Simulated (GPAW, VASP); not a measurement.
Given: the input of a run of VASP 6.6.1 on HfO2. Measurements of this composition are mostly on another form, of space group No. 14.

The input INCAR:

```
SYSTEM = HfO2
ALGO     = Normal         ! electronic algorithm
EDIFF    = 1E-7           ! SCF threshold, eV
ENCUT    = 500            ! plane-wave cutoff, eV
GGA      = PE             ! functional
ISIF     = 2              ! what is computed and relaxed
ISMEAR   = 0              ! smearing method
LASPH    = .TRUE.         ! aspherical terms in the spheres
LCHARG   = .FALSE.        ! write CHGCAR
LREAL    = .FALSE.        ! projectors in reciprocal space
LWAVE    = .FALSE.        ! write WAVECAR
NBANDS   = 15             ! bands
NELM     = 100            ! most SCF steps
PREC     = Accurate       ! precision mode
SIGMA    = 0.02           ! smearing width, eV
```

KPOINTS

```
k-points
0
G
  9 9 9
  0 0 0
```

POSCAR

```
HfO2
3.6169
    0.000000000000      0.707097237966      0.707097237966
    0.707097237966      0.000000000000      0.707097237966
    0.707097237966      0.707097237966      0.000000000000
Hf O
1 2
Direct
    0.0000000000      0.0000000000      0.0000000000
    0.7500000000      0.7500000000      0.7500000000
    0.2500000000      0.2500000000      0.2500000000
```

Potentials or basis: VASP PAW PBE potentials, release 64 (Hf, O).

Run with:

```bash
$ cat potpaw_PBE.64/Hf/POTCAR potpaw_PBE.64/O/POTCAR > POTCAR
$ mpirun -np 1 vasp_std > vasp.out
```

Q: Set up the same calculation for GPAW 26.7.0 (ASE script). Potentials or basis there: GPAW PAW data sets (gpaw-data 1.2.1), cutoff 800 eV.

A: As run (cutoffs and basis follow the program's own potentials, and thresholds, step limits or extra output files can differ):

The input run.py:

```python
from ase.dft.bandgap import bandgap
from ase.io import read, write
from ase.units import GPa
from gpaw import GPAW, PW

atoms = read('HfO2.xyz')

calc = GPAW(mode=PW(800),
            xc='PBE',
            kpts={'size': (9, 9, 9), 'gamma': True},
            occupations={'name': 'methfessel-paxton', 'order': 0, 'width': 0.02},
            nbands=24,
            convergence={'density': 1e-05, 'energy': 1e-05},
            maxiter=150,
            txt='gpaw.txt')
atoms.calc = calc
energy = atoms.get_potential_energy()
forces = atoms.get_forces()
stress = atoms.get_stress()
calc.write('gs.gpw')
write('result.traj', atoms)
print(f'Energy: {energy:.6f} eV')
print('Forces (eV/A):')
print(forces.round(4))
print('Stress (GPa):', (stress / GPa).round(3))
print('Fermi level:', round(calc.get_fermi_level(), 4), 'eV')
print(f'Gap: {bandgap(calc)[0]:.4f} eV, direct: {bandgap(calc, direct=True)[0]:.4f} eV')
```

The input HfO2.xyz:

```xyz
3
Lattice="0.0000000000 2.5575000000 2.5575000000 2.5575000000 0.0000000000 2.5575000000 2.5575000000 2.5575000000 0.0000000000" Properties=species:S:1:pos:R:3 pbc="T T T"
Hf     0.0000000000      0.0000000000      0.0000000000
O      3.8362500000      3.8362500000      3.8362500000
O      1.2787500000      1.2787500000      1.2787500000
```

Potentials or basis: GPAW PAW data sets (gpaw-data 1.2.1), pw.

Command:

```bash
$ OMP_NUM_THREADS=1 python run.py
```

Both were run:

|  | VASP | GPAW |
| --- | --- | --- |
| Pressure | -7.6 GPa | -2.8 GPa |

The potentials hold 16 and 24 valence electrons a cell.

The two runs disagree by more than potentials and bases usually give (in gap, levels, pressure or energy); the cause wasn't traced.

Pressure is positive in compression.
